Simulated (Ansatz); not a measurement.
# AlN: the cost of one run

Method: DFT PBEsol, scalar-relativistic, plane waves, PAW, in Ansatz 0.2.0.

**1. The structure to begin with**

The structure is cubic, space group Fm-3m (No. 225). Conventional cell: a = 4.069 Å, b = 4.069 Å, c = 4.069 Å, α = 90.00°, β = 90.00°, γ = 90.00°. Al (site symmetry m-3m) is surrounded by 6 N at 2.03 Å. N (site symmetry m-3m) is surrounded by 6 Al at 2.03 Å.

As a file:

```
Al N
1.0
     0.00000    2.03452    2.03452
     2.03452    0.00000    2.03452
     2.03452    2.03452    0.00000
Al N
1 1
Direct
  0.50000 0.50000 0.50000
  0.00000 0.00000 0.00000
```

The structure comes from the Materials Project (structure only).

**2. Functional and cell changed: PBEsol**

What differs from the listed cell: strain xx, yy, zz, yz, xz, xy = +3.5, +3.5, +3.5, +0.0, +0.0, +0.0 %.

input.yaml reads:

```yaml
crystal:
  lattice:
    - [0.0, 2.1066823535, 2.1066823535]
    - [2.1066823535, 0.0, 2.1066823535]
    - [2.1066823535, 2.1066823535, 0.0]
  atoms:
    - { symbol: Al, position: [0.5, 0.5, 0.5] }
    - { symbol: "N", position: [0.0, 0.0, 0.0] }
basis:
  ecutwfc: 420
kpoints:
  mp_grid: { grid: [10, 10, 10] }
hamiltonian:
  xc: pbesol
scf:
  occupations: { method: gaussian, width: 0.02 }
output:
  forces: true
  stress: true
  eigenvalues: true
```

Launch:

```
ansatz run input.yaml --threads 1 --pin off --max-ram 1331MiB --backend cpu --events-out ev --progress --plain --runs-dir out
```

What time and memory should one allow on 1 thread of an x86-64 CPU, shared host?

About 1.9 s, with a peak of 0.28 GiB.
